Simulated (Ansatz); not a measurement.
MgTe (F-43m) from a database of computed structures was relaxed with 5 functionals in the plane-wave code Ansatz, cell and atoms free, the symmetry of the start kept (meshes: PBE 6×6×6, r2SCAN 6×6×6, PBEsol 6×6×6, LDA 6×6×6, HSE06 4×4×4). No spin polarisation and no zero-point or thermal motion.

The HSE06 result:
```cif
data_structure
_symmetry_space_group_name_H-M 'F-43m'
_symmetry_Int_Tables_number 216
_cell_length_a 6.4712
_cell_length_b 6.4712
_cell_length_c 6.4712
_cell_angle_alpha 90.000
_cell_angle_beta 90.000
_cell_angle_gamma 90.000
_cell_volume 270.98
loop_
_atom_site_label
_atom_site_type_symbol
_atom_site_symmetry_multiplicity
_atom_site_Wyckoff_symbol
_atom_site_fract_x
_atom_site_fract_y
_atom_site_fract_z
_atom_site_occupancy
Mg1 Mg 4 a 0.00000 0.00000 0.00000 1
Te1 Te 4 c 0.25000 0.25000 0.25000 1
```

Space group F-43m (No. 216), cubic; conventional cell a = 6.471 Å, 33.87 Å³ an atom. Mg has 4 Te at 2.80 Å; Te has 4 Mg at 2.80 Å.

Problem. How does the cell change with PBE?

Solution. a = 6.510 Å; the volume differs by +1.8 % from HSE06's. Around Mg lie 4 Te at 2.82 Å; around Te lie 4 Mg at 2.82 Å.

Problem. How does the cell change with LDA?

Solution. a = 6.369 Å; the volume differs by -4.7 % from HSE06's. Mg is surrounded by 4 Te at 2.76 Å; Te is surrounded by 4 Mg at 2.76 Å.

Problem. Held at the r2SCAN cell, what mean stress do LDA and PBE find, and does its sign point to their own minimum?

Solution. Yes. LDA -1.61 GPa, and its relaxed volume is -4.4 % from r2SCAN's; PBE +0.70 GPa, and its relaxed volume is +2.0 % from r2SCAN's. Compression counts positive, so a positive stress asks for a larger cell.
